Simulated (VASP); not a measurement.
**ClCs: single point with PBE**

The system is ClCs, in a box.

```
Cl Cs
1.0
     9.00000    0.00000    0.00000
     0.00000    9.00000    0.00000
     0.00000    0.00000   12.00000
Cl Cs
1 1
Direct
  0.50184 0.50500 0.37960
  0.50050 0.50220 0.62627
```

The cell isn't the ideal one: atoms moved at random, drawn with an rms of 0.05 Å.

```yaml
Program: VASP 6.6.1
Task: single point
Functional: PBE
Potentials_or_basis: VASP PAW PBE potentials, release 64 (Cl, Cs_sv)
Cutoff: 520 eV
k_mesh: 1 × 1 × 1
Occupations: gaussian, width 0.01 eV
Spin: no spin polarisation
Further_INCAR_settings: ALGO = Normal; EDIFF = 1e-07; NBANDS = 15
```

| Item | Value |
| --- | --- |
| Largest force | 0.166 eV/Å |
| Gap between the frontier levels | 3.08 eV |

Forces on the atoms (eV/Å):
```
Cl   0.000  0.000  0.166
Cs   0.000  0.000 -0.166
```

Levels at points of the mesh, in eV from the valence-band top:
| k point | band 6 | band 7 | band 8 | band 9 | band 10 | band 11 |
| --- | --- | --- | --- | --- | --- | --- |
| (0.00, 0.00, 0.00) | -0.12 | 0.00 | 0.00 | 3.08 | 4.57 | 4.60 |

It took 94 s on 1 thread of Intel(R) Xeon(R) Platinum 8488C (Sapphire Rapids) (shared host), peak memory 0.79 GiB.

Caveat: spin-orbit coupling is left out, which moves the levels of the heavy elements.
